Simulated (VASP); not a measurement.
Here is a VASP 6.6.1 calculation.

File INCAR:

```
ALGO = Fast
EDIFF = 1E-6
EDIFFG = -0.01
ENCUT = 600
GGA = RE
IBRION = 2
ISIF = 3
ISMEAR = -1
LASPH = T
LCHARG = F
LREAL = F
LWAVE = F
NELM = 80
NSW = 80
PREC = Accurate
SIGMA = 0.1
```

The input KPOINTS:

```
k-points
0
Gamma
  13 13 13
```

The input POSCAR:

```
Nb
1.0
    0.0000000000      2.0791217165      2.0791217165
    2.0791217165      0.0000000000      2.0791217165
    2.0791217165      2.0791217165      0.0000000000
Nb
1
Direct
    0.0000000000      0.0000000000      0.0000000000
```

Potentials or basis: VASP PAW PBE potentials, release 64 (Nb_sv).

The run is started by

```bash
$ cat potpaw_PBE.64/Nb_sv/POTCAR > POTCAR
$ mpirun -np 1 vasp_std > vasp.out
```

(1) Predict the band gap on the k mesh.

(2) What does it give for the space group after relaxing (to 0.05 Å)?

Results:

(1) none (metal or under the smearing width).

(2) Fm-3m (No. 225).
